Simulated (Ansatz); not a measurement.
The system is TiSi2.

```
CELL_PARAMETERS angstrom
1.76511 -6.75928 0.00000
1.76511 6.75928 0.00000
0.00000 0.00000 3.56517
ATOMIC_POSITIONS crystal
Ti 0.10312 0.89688 0.25000
Ti 0.89688 0.10312 0.75000
Si 0.75031 0.24969 0.25000
Si 0.24969 0.75031 0.75000
Si 0.44175 0.55825 0.25000
Si 0.55825 0.44175 0.75000
```

The cell comes from a database or a generator and needn't be the stable form of this composition.

Below is the output of Ansatz 0.2.0 for this cell. Logs are shortened: lines on timing, memory, paths and dates and some standing lists are left out, and cuts for length are marked.

```text
Warning: RAYON_NUM_THREADS=2 ignored (pool sized by the plan → 2); use --threads N
Engine: ansatz 0.2.0, aarch64-unknown-linux-gnu
Pseudopotentials: kind: nc
Pseudopotential: Ti, nc, valence charge 12, recommended cutoff 1142.878222 eV (normal), Ti.nc.azcp (PseudoDojo's, or run here from an input of PseudoDojo's; its table is named by hamiltonian.pseudopotentials.accuracy)
Pseudopotential: Si, nc, valence charge 4, recommended cutoff 489.804952 eV (normal), Si.nc.azcp (PseudoDojo's, or run here from an input of PseudoDojo's; its table is named by hamiltonian.pseudopotentials.accuracy)
Functional definition: PBE
  parameter kappa = 0.804
  parameter beta = 0.06672455060314922
  exchange = pbe_x(kappa = kappa, mu = beta*pi^2/3)
  correlation = pbe_c(beta = beta)
Crystal: 6 atoms, lattice volume = 85.071 Å³
Basis set: ecut = 1142.878222 eV, 7479 PW (Γ), exchange–correlation on 160×160×80 points (8 copies of the dense FFT grid, shifted against one another)
Bands: 26, of which v1, the nominal top of the filled ones, is band 20 counted from 1 (19 counted from 0)
Symmetry: 8 space group operations
Space group: Cmcm (ITA 63), of the structure as read, at distance tolerance 4.4e-5 Å
k-points: 105 of 512
Non-local potential: Ti, projectors of the file, l = 0: 2, l = 1: 2, l = 2: 2
Non-local potential: Si, projectors of the file, l = 0: 2, l = 1: 2, l = 2: 2
Initial density: superposition of atomic densities (chi_scale 0.1, normalization cell, long waves kept (reshape's long-wave potential 0.03 eV rms))
Initial wavefunctions: pseudopotential atomic-orbital guess
Functional: x = pbe(κ = 0.804, μ = 0.2195149727645171), c = pbe(β = 0.06672455060314922)
SCF iter   1: F=—  HF=-3694.754018 eV  |F-HF|=—  |Δ(HF+E_count)|=         —  Δρ=3.79e-2  dr2=2.46e0  ethr=3.10e-3  ⟨swp⟩=6.6  Hψ=13042  notcnv=0
preconditioner: auto → Kerker (q_TF=auto, 2.406 Å⁻¹)  [metal: Δε(μ)=0.007 eV  Ē_g=6.337 eV  σ=0.050 eV  W_gap=0.03  n_scr=18 (ndim 8)  ℏωp=19.7 eV  f_vac=0.000  D(μ)=1.58/eV (n_scr^D=4)]
SCF iter   2: F=—  HF=-3694.432986 eV  |F-HF|=—  |Δ(HF+E_count)|=   3.21e-1  Δρ=2.26e-2  dr2=7.40e-1  ethr=3.10e-3  ⟨swp⟩=1.1  Hψ=3580  notcnv=0
SCF iter   3: F=—  HF=-3694.284725 eV  |F-HF|=—  |Δ(HF+E_count)|=   1.48e-1  Δρ=1.28e-2  dr2=2.37e-1  ethr=1.85e-3  ⟨swp⟩=3.3  Hψ=5050  notcnv=0  defer=13
SCF iter   4: F=—  HF=-3694.247625 eV  |F-HF|=—  |Δ(HF+E_count)|=   3.71e-2  Δρ=2.21e-3  dr2=2.75e-3  ethr=5.93e-4  ⟨swp⟩=2.5  Hψ=4180  notcnv=0  defer=16
SCF iter   5: F=—  HF=-3694.247677 eV  |F-HF|=—  |Δ(HF+E_count)|=   5.21e-5  Δρ=3.70e-4  dr2=1.65e-4  ethr=6.87e-6  ⟨swp⟩=2.2  Hψ=4632  notcnv=0  defer=16
SCF iter   6: F=—  HF=-3694.247666 eV  |F-HF|=—  |Δ(HF+E_count)|=   1.12e-5  Δρ=1.08e-4  dr2=1.19e-5  ethr=4.13e-7  ⟨swp⟩=2.5  Hψ=4356  notcnv=0  defer=16
SCF iter   7: F=—  HF=-3694.247462 eV  |F-HF|=—  |Δ(HF+E_count)|=   2.03e-4  Δρ=2.63e-5  dr2=3.06e-7  ethr=2.97e-8  ⟨swp⟩=2.8  Hψ=4514  notcnv=0  defer=16
SCF iter   8: F=-3694.247462 eV  HF=-3694.247462 eV  |F-HF|=4.78e-9  |Δ(HF+E_count)|=   9.79e-8  Δρ=3.10e-6  dr2=7.70e-9  ethr=2.50e-10  ⟨swp⟩=6.7  Hψ=12006  notcnv=0
SCF 1 converged in 8 iterations: F = -3694.247462 eV  dr2 = 7.70e-9
SCF converged after 8 iterations
Free energy (F): -3694.247462 eV
Harris-Foulkes:  -3694.247462 eV  (|F-HF|=4.78e-9)
Internal energy: -3694.235514 eV  (E = F + TS)
E sigma→0 (E₀):  -3694.241488 eV
Entropy (-TS):   -0.011948 eV (-1.991 meV/atom)
Fermi energy:    12.989603 eV
--- Per-component energies (eV) ---
  E_band       = -223.453195
  E_kinetic    = 1463.235211
  E_local      = -2840.882929  (includes V_loc(G=0)·N_el)
  E_nonlocal   = 89.704073
  E_hartree    = 891.170162
  E_xc         = -651.644087
  E_vxc        = -717.848927  (∫ρ·V_xc dr)
  E_ewald      = -2645.817945
  E_smearing   = -0.011948  (= −TS)
  E_closure    = -0.000000  (closes the sum)
  Σ components = -3694.247462   (vs F -3694.247462, Δ=0.00e0)
--- Forces (eV/Å), atoms counted from 1 ---
  atom   1  Ti     0.00000000     0.00325435     0.00000000
  atom   2  Ti     0.00000000    -0.00325435     0.00000000
  atom   3  Si     0.00000000    -0.01114795     0.00000000
  atom   4  Si     0.00000000     0.01114795     0.00000000
  atom   5  Si     0.00000000     0.18466398     0.00000000
  atom   6  Si     0.00000000    -0.18466398     0.00000000
  max |Σ_I F_I| component: 5.55e-17 eV/Å
--- Stress (GPa, compression-positive) ---
        1.796781       0.000000       0.000000
        0.000000       1.575793       0.000000
        0.000000       0.000000       2.099509
  P = ⅓ Tr σ = 1.8240 GPa (18.240 kbar)
--- Band table (eV; the first three rows and the last of 105) ---
  k-point 0: bands = ["-43.8397", "-43.8304", "-20.1999", "-20.1588", "-20.1476", "-20.1458", "-20.1213", "-20.1120", "-0.1157", "2.0917", "4.4317", "9.5782", "9.8855", "10.0641", "10.3778", "10.4352", "10.8260", "10.8827", "10.9047", "13.4525", "13.6902", "13.8068", "13.8744", "14.3445", "14.3698", "15.0810"]
  k-point 1: bands = ["-43.8388", "-43.8302", "-20.1975", "-20.1588", "-20.1575", "-20.1455", "-20.1297", "-20.1114", "0.0696", "2.2480", "4.5972", "8.0558", "9.0862", "10.1663", "10.3785", "10.8674", "10.8788", "10.9444", "11.4708", "13.0982", "13.4413", "13.6246", "14.1941", "14.8569", "14.8837", "14.9548"]
  k-point 2: bands = ["-43.8365", "-43.8299", "-20.1949", "-20.1825", "-20.1540", "-20.1456", "-20.1448", "-20.1142", "0.6182", "2.7145", "4.9442", "6.3744", "7.4891", "9.8498", "10.4205", "10.8065", "11.0842", "11.1423", "12.4794", "12.5958", "13.2134", "13.3352", "14.3595", "14.7697", "15.0384", "15.3237"]
  k-point 104: bands = ["-43.8314", "-43.8314", "-20.2138", "-20.2138", "-20.1465", "-20.1465", "-20.1328", "-20.1328", "3.1131", "3.1131", "3.6955", "3.6955", "9.3828", "9.3828", "9.6280", "9.6280", "10.9396", "10.9396", "12.1043", "12.1043", "13.4514", "13.4514", "14.6530", "14.6530", "15.4087", "15.4087"]
```

Problem. Write the input and the command behind it.

Solution. Single point with PBE, no spin polarisation. The files as run (others can give the same):

input.yaml
```yaml
crystal:
  lattice:
    - [1.765105025, -6.759281535, 0.0]
    - [1.765105025, 6.759281535, 0.0]
    - [0.0, 0.0, 3.56517397]
  atoms:
    - { symbol: Ti, position: [0.10311808, 0.89688192, 0.25] }
    - { symbol: Ti, position: [0.89688192, 0.10311808, 0.75] }
    - { symbol: Si, position: [0.75031482, 0.24968518, 0.25] }
    - { symbol: Si, position: [0.24968518, 0.75031482, 0.75] }
    - { symbol: Si, position: [0.44174855, 0.55825145, 0.25] }
    - { symbol: Si, position: [0.55825145, 0.44174855, 0.75] }
hamiltonian:
  xc: pbe
  pseudopotentials: { kind: nc, accuracy: standard }
kpoints:
  mp_grid: { grid: [8, 8, 8] }
scf:
  occupations: { method: fermi_dirac, width: 0.05 }
output:
  forces: true
  stress: true
  eigenvalues: true
```

Potentials or basis: PseudoDojo standard (PBE files).
Command:
```console
$ ansatz run input.yaml --threads 2 --pin off --max-ram 5632MiB --backend cpu --events-out ev --progress --plain --runs-dir out
```
